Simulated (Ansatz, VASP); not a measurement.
PbS: VASP beside Ansatz

Contents of INCAR:

```
ALGO = Normal ; EDIFF = 1E-6
ENCUT = 520 ; GGA = PE
ISIF = 2 ; ISMEAR = 0
LASPH = True ; LCHARG = False
LREAL = False ; LWAVE = False
NBANDS = 17 ; NELM = 100
PREC = Accurate ; SIGMA = 0.05
```

The input KPOINTS:

```
k-points
0
Gamma
  10 10 10
```

File POSCAR:

```
PbS
1.0
    0.0000000000      3.0440696105      3.0440696105
    3.0440696105      0.0000000000      3.0440696105
    3.0440696105      3.0440696105      0.0000000000
Pb S
1 1
Direct
    0.5000000000      0.5000000000      0.5000000000
    0.0000000000      0.0000000000      0.0000000000
```

Input for Ansatz:

```yaml
crystal:
  lattice:
    - [0.0, 3.0440696105, 3.0440696105]
    - [3.0440696105, 0.0, 3.0440696105]
    - [3.0440696105, 3.0440696105, 0.0]
  atoms:
    - { symbol: Pb, position: [0.5, 0.5, 0.5] }
    - { symbol: S, position: [0.0, 0.0, 0.0] }
basis:
  ecutwfc: 420
  ecutrho_ratio: 4
kpoints:
  mp_grid: { grid: [10, 10, 10] }
hamiltonian:
  xc: pbe
scf:
  occupations: { method: gaussian, width: 0.05 }
output:
  forces: true
  stress: true
  eigenvalues: true
  write_density: true
  write_potential: true
  elf: true
  volumetric_format: npy
```

Alike in both runs: task single point; functional PBE; k mesh 10 × 10 × 10; occupations gaussian, width 0.05 eV; no spin polarisation.

|  | VASP | Ansatz |
| --- | --- | --- |
| version | VASP 6.6.1 | Ansatz 0.2.0 |
| potentials or method | VASP PAW PBE potentials, release 64 (Pb_d, S) | scalar-relativistic, plane waves, PAW |
| plane-wave cutoff (eV) | 520 | 420 |
| valence electrons in the cell | 20 | 20 |

VASP gave:

| Item | Value |
| --- | --- |
| gap on the k mesh at the Fermi level (eV) | 0.62 |
| least direct gap on the mesh (eV) | 0.62 |
| pressure (GPa) | -2.0 |

**Question.** Which values does Ansatz return?

**Answer.** gap on the k mesh at the Fermi level (eV): 0.61; least direct gap on the mesh (eV): 0.61; pressure (GPa): -1.9.

With one functional, cell and mesh, what is left measures potentials, basis and numerics.

Caveats: spin-orbit coupling is left out, which as a rule narrows the gap of such compounds by several tenths of an eV. A k mesh can miss the band edges.
